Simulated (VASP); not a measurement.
# Al2O3 (Corundum) (R-3c) in VASP: notebook, part 2 of 2

VASP 6.6.1.

### 3 Single point, PBE

This run uses another cell than the first one, of 7.97 Å³/atom, 0.910 times its volume.

The input, INCAR:

```
SYSTEM = Al2O3
ALGO = Normal
EDIFF = 1E-6
ENCUT = 520
GGA = PE
ISIF = 2
ISMEAR = 0
LASPH = .True.
LCHARG = .True.
LELF = .True.
LREAL = .False.
LVHAR = .True.
LWAVE = .False.
NBANDS = 35
NELM = 100
PREC = Accurate
SIGMA = 0.02
```

The input, KPOINTS:

```
k-points
0
Gamma
  6 6 6
  0 0 0
```

The input, POSCAR:

```
Al2O3
1.0
    2.3329804650      1.3469468994      4.2280929507
   -2.3329804650      1.3469468994      4.2280929507
    0.0000000000     -2.6938937989      4.2280929507
Al O
4 6
Direct
    0.3520169930      0.3520169930      0.3520169930
    0.1479830070      0.1479830070      0.1479830070
    0.6479830070      0.6479830070      0.6479830070
    0.8520169930      0.8520169930      0.8520169930
    0.5569608540      0.9430391460      0.2500000000
    0.2500000000      0.5569608540      0.9430391460
    0.9430391460      0.2500000000      0.5569608540
    0.4430391460      0.0569608540      0.7500000000
    0.7500000000      0.4430391460      0.0569608540
    0.0569608540      0.7500000000      0.4430391460
```

Potentials or basis: VASP PAW PBE potentials, release 64 (Al, O).

The run is started by

```bash
> cat potpaw_PBE.64/Al/POTCAR potpaw_PBE.64/O/POTCAR > POTCAR
> mpirun -np 1 vasp_std > vasp.out
```

OUTCAR:

```text
SYSTEM = Al2O3
   EDIFF = 1E-6
   ENCUT = 520
   GGA = PE
   ISIF = 2
   ISMEAR = 0
   LASPH = .True.
   LREAL = .False.
   NELM = 100
   PREC = Accurate

 ion  position               nearest neighbor table
   1  0.352  0.352  0.352-   9 1.82   8 1.82  10 1.82   7 1.93   6 1.93   5 1.93   2 2.59   3 2.74
                             3 2.74   3 2.74   2 3.15   2 3.15   2 3.15
   2  0.148  0.148  0.148-  10 1.82   8 1.82   9 1.82   6 1.93   7 1.93   5 1.93   1 2.59   4 2.74
                             4 2.74   4 2.74   1 3.15   1 3.15   1 3.15
   3  0.648  0.648  0.648-   6 1.82   5 1.82   7 1.82  10 1.93   9 1.93   8 1.93   4 2.59   1 2.74
                             1 2.74   1 2.74   4 3.15   4 3.15   4 3.15
   4  0.852  0.852  0.852-   7 1.82   5 1.82   6 1.82   9 1.93  10 1.93   8 1.93   3 2.59   2 2.74
                             2 2.74   2 2.74   3 3.15   3 3.15   3 3.15
   5  0.557  0.943  0.250-   3 1.82   4 1.82   1 1.93   2 1.93
   6  0.250  0.557  0.943-   3 1.82   4 1.82   2 1.93   1 1.93
   7  0.943  0.250  0.557-   4 1.82   3 1.82   1 1.93   2 1.93
   8  0.443  0.057  0.750-   1 1.82   2 1.82   3 1.93   4 1.93
   9  0.750  0.443  0.057-   1 1.82   2 1.82   4 1.93   3 1.93
  10  0.057  0.750  0.443-   2 1.82   1 1.82   3 1.93   4 1.93

  LATTYP: Found a trigonal (rhomboedric) cell.
 ALAT       =     5.0133655163
 COS(alpha) =     0.5668947369

  Lattice vectors:

 A1 = (   2.3329804650,   1.3469468994,   4.2280929507)
 A2 = (  -2.3329804650,   1.3469468994,   4.2280929507)
 A3 = (   0.0000000000,  -2.6938937989,   4.2280929507)

Analysis of symmetry for initial positions (statically):
=====================================================================
 Subroutine PRICEL returns:
 Original cell was already a primitive cell.

 Routine SETGRP: Setting up the symmetry group for a
 trigonal (rhombohedral) supercell.

 Subroutine GETGRP returns: Found 12 space group operations
 (whereof  6 operations were pure point group operations)
 out of a pool of 12 trial point group operations.

The static configuration has the point symmetry S_6 .
 The point group associated with its full space group is D_3d.

Analysis of symmetry for dynamics (positions and initial velocities):
=====================================================================
 Subroutine PRICEL returns:
 Original cell was already a primitive cell.

 Routine SETGRP: Setting up the symmetry group for a
 trigonal (rhombohedral) supercell.

 Subroutine GETGRP returns: Found 12 space group operations
 (whereof  6 operations were pure point group operations)
 out of a pool of 12 trial point group operations.

The dynamic configuration has the point symmetry S_6 .
 The point group associated with its full space group is D_3d.

 Subroutine INISYM returns: Found 12 space group operations
 (whereof  6 operations are pure point group operations),
 and found     1 'primitive' translations

----------------------------------------------------------------------------------------

                                     Primitive cell

  volume of cell :      79.7182

  direct lattice vectors                    reciprocal lattice vectors
     2.332980465  1.346946899  4.228092951     0.214318125  0.123736627  0.078837750
    -2.332980465  1.346946899  4.228092951    -0.214318125  0.123736627  0.078837750
     0.000000000 -2.693893799  4.228092951     0.000000000 -0.247473255  0.078837750

  length of vectors
     5.013365516  5.013365516  5.013365516     0.259727555  0.259727555  0.259727555

[... 84 lines left out ...]
   NGX,Y,Z   is equivalent  to a cutoff of  13.26, 13.26, 13.26 a.u.
   NGXF,Y,Z  is equivalent  to a cutoff of  26.53, 26.53, 26.53 a.u.
 SYSTEM =  Al2O3
   PREC   = accura    normal or accurate (medium, high low for compatibility)
   ISTART =      0    job   : 0-new  1-cont  2-samecut
   ICHARG =      2    charge: 1-file 2-atom 10-const
   ISPIN  =      1    spin polarized calculation?
   LNONCOLLINEAR =      F non collinear calculations
   LSORBIT =      F    spin-orbit coupling
   LASPH  =      T    aspherical Exc in radial PAW
   ENCUT  =  520.0 eV  38.22 Ry    6.18 a.u.   9.32  9.32  9.32*2*pi/ulx,y,z
   NELM   =    100;   NELMIN=  2; NELMDL= -5     # of ELM steps
   EDIFF  = 0.1E-05   stopping-criterion for ELM
   LREAL  =      F    real-space projection
   EDIFFG = 0.1E-04   stopping-criterion for IOM
   NSW    =      0    number of steps for IOM
   IBRION =     -1    ionic relax: 0-MD 1-quasi-New 2-CG
   NFREE  =      0    steps in history (QN), initial steepest desc. (CG)
   ISIF   =      2    stress and relaxation
   ISYM   =      2    0-nonsym 1-usesym 2-fastsym
   POTIM  = 0.5000    time-step for ionic-motion
   TEBEG  =    0.0;   TEEND  =   0.0 temperature during run
   PSTRESS=    0.0 pullay stress
   NELECT =      48.0000    total number of electrons
   NUPDOWN=      -1.0000    fix difference up-down
   EMIN   =  10.00;   EMAX   =-10.00  energy-range for DOS
   EFERMI =   0.00;   METHOD = LEGACY
   ISMEAR =     0;   SIGMA  =   0.02  broadening in eV -4-tet -1-fermi 0-gaus
   EFERMI_NEDOS =   21; number of points for ismear=-14 and -15
   IALGO  =     38    algorithm
   IMIX   =      4    mixing-type and parameters
     AMIX     =   0.40;   BMIX     =  1.00
     AMIX_MAG =   1.60;   BMIX_MAG =  1.00
  volume/ion in A,a.u.               =       7.97        53.80
  Fermi-wavevector in a.u.,A,eV,Ry     =   1.382408  2.612372 26.001426  1.911051
  Thomas-Fermi vector in A             =   2.507102
   LORBIT       =      0    0 simple, 1 ext, 2 COOP (PROOUT), +10 PAW based schemes
   GGA     = PE    functional components
   LHFCALC =     F    Hartree Fock is set to
   AEXX    =    0.0000 exact exchange contribution
   IVDW    =     0    specifies the selected vdW correction
   LEPSILON=     F    determine dielectric tensor
   LRPA    =     F    only Hartree local field effects (RPA)
 non-spin polarized calculation
 Gauss-broadening in eV      SIGMA  =   0.02
  energy-cutoff  :      520.00
  volume of cell :       79.72
 maximum number of plane-waves:      2167
 NGX is ok and might be reduce to    40
   NGX = 19   NGY = 19   NGZ = 19

 number of electron      47.9999995 magnetization

 Free energy of the ion-electron system (eV)
  ---------------------------------------------------
  ext. energy  EPLUGINS =         0.00000000
  ---------------------------------------------------
  free energy    TOTEN  =       -74.20801193 eV

  energy without entropy =      -74.20801193  energy(sigma->0) =      -74.20801193

 E-fermi :   7.1160     XC(G=0): -12.0078

 val. band max:        6.9280986696   @ k =   0.0000   0.0000   0.0000
 cond. band min:      13.9396648172   @ k =   0.0000   0.0000   0.0000
 fundamental gap:      7.0115661476
 Fermi energy:         7.1160049956

 k-point     1 :       0.0000    0.0000    0.0000
  band No.  band energies     occupation
      1     -12.8620      2.00000
      2     -10.2499      2.00000
      3      -9.9583      2.00000
      4      -9.9583      2.00000
      5      -9.6169      2.00000
      6      -9.6169      2.00000
[... 901 lines left out ...]
     34      20.7842      0.00000
     35      21.1122      0.00000

 [... further k-points ...]

------------------------ aborting loop because EDIFF is reached ----------------------------------------

  FORCE on cell =-STRESS in cart. coord.  units (eV):
  Direction    XX          YY          ZZ          XY          YZ          ZX
  --------------------------------------------------------------------------------------
  -------------------------------------------------------------------------------------
  Total       13.0166336     13.0166336     13.0354631      0.0000000     -0.0000000      0.0000000
  in kB      261.6085360    261.6085359    261.9869696      0.0000000     -0.0000000      0.0000000
  external PRESSURE =     261.7346805 kB  Pullay stress =       0.0000000 kB

 VOLUME and BASIS-vectors are now :
 -----------------------------------------------------------------------------
  energy-cutoff  :      520.00
  volume of cell :       79.72
      direct lattice vectors                 reciprocal lattice vectors
     2.332980465  1.346946899  4.228092951     0.214318125  0.123736627  0.078837750
    -2.332980465  1.346946899  4.228092951    -0.214318125  0.123736627  0.078837750
     0.000000000 -2.693893799  4.228092951     0.000000000 -0.247473255  0.078837750

 POSITION                                       TOTAL-FORCE (eV/Angst)
 -----------------------------------------------------------------------------------
      0.00000     -0.00000      4.46508        -0.000000      0.000000     -0.006021
      0.00000     -0.00000      1.87706        -0.000000     -0.000000      0.006021
      0.00000     -0.00000      8.21920        -0.000000     -0.000000      0.006021
      0.00000     -0.00000     10.80722        -0.000000      0.000000     -0.006021
     -0.90071      1.34695      7.39916         0.007022     -0.000000     -0.000000
     -0.71613     -1.45351      7.39916        -0.003511      0.006081     -0.000000
      1.61685      0.10657      7.39916        -0.003511     -0.006081     -0.000000
      0.90071     -1.34695      5.28512        -0.007022     -0.000000     -0.000000
      0.71613      1.45351      5.28512         0.003511     -0.006081     -0.000000
     -1.61685     -0.10657      5.28512         0.003511      0.006081     -0.000000
 -----------------------------------------------------------------------------------
    total drift:                                0.000000     -0.000000     -0.000000

  FREE ENERGIE OF THE ION-ELECTRON SYSTEM (eV)
  ---------------------------------------------------
  free  energy   TOTEN  =       -74.2080119250 eV

  energy  without entropy=      -74.2080119250  energy(sigma->0) =      -74.20801193
```

Run time: 89 s. Hardware: 1 thread of Intel Xeon Platinum 8488C (Sapphire Rapids), shared host; peak memory 0.26 GiB.

Results:

```
Free energy            : -74.2080 eV
Pressure               : 26.2 GPa
Largest force          : 0.007 eV/Å
Band gap on the k mesh : 7.01 eV, direct
```

Forces on the atoms (eV/Å):
```
Al   0.000  0.000 -0.006
Al   0.000  0.000  0.006
Al   0.000  0.000  0.006
Al   0.000  0.000 -0.006
O    0.007  0.000  0.000
O   -0.004  0.006  0.000
O   -0.004 -0.006  0.000
O   -0.007  0.000  0.000
O    0.004 -0.006  0.000
O    0.004  0.006  0.000
```

Levels at points of the mesh, in eV from the valence-band top:
```csv
k point,band 20,band 21,band 22,band 23,band 24,band 25,band 26,band 27,band 28,band 29
"(0.00, 0.00, 0.00)",-0.61,-0.61,-0.10,-0.10,0.00,7.01,9.57,11.56,12.12,12.12
"(0.50, 0.00, 0.00)",-1.44,-1.04,-1.04,-0.35,-0.35,10.02,10.02,10.40,10.40,12.12
"(0.50, 0.50, 0.00)",-1.42,-1.17,-1.04,-0.85,-0.32,9.85,10.50,10.55,11.03,11.72
"(0.50, 0.50, 0.50)",-2.20,-0.48,-0.48,-0.48,-0.48,9.32,9.32,11.62,11.62,13.25
```

Caveat: so large a pressure means that the cell lies far from this level's equilibrium, or that cutoff or potentials fall short.

### 4 Comparison with measurements

Step 2. Against the measured gap of Al2O3, 8.7 eV (optical; quoted in “Multi-petahertz electron interference in Cr:Al2O3 solid-state material”, 2018, pmc:5906618), the calculated 5.85 eV is off by -2.85 eV. The value is that of PBE, without temperature or zero-point motion. Semilocal functionals fall short of measured gaps as a rule.

Step 3. Against the measured gap of Al2O3, 8.7 eV (optical; quoted in “Multi-petahertz electron interference in Cr:Al2O3 solid-state material”, 2018, pmc:5906618), the calculated 7.01 eV is off by -1.69 eV. The value is that of PBE on a finite k mesh, which can miss the band edges, without temperature or zero-point motion. Semilocal functionals fall short of measured gaps as a rule.
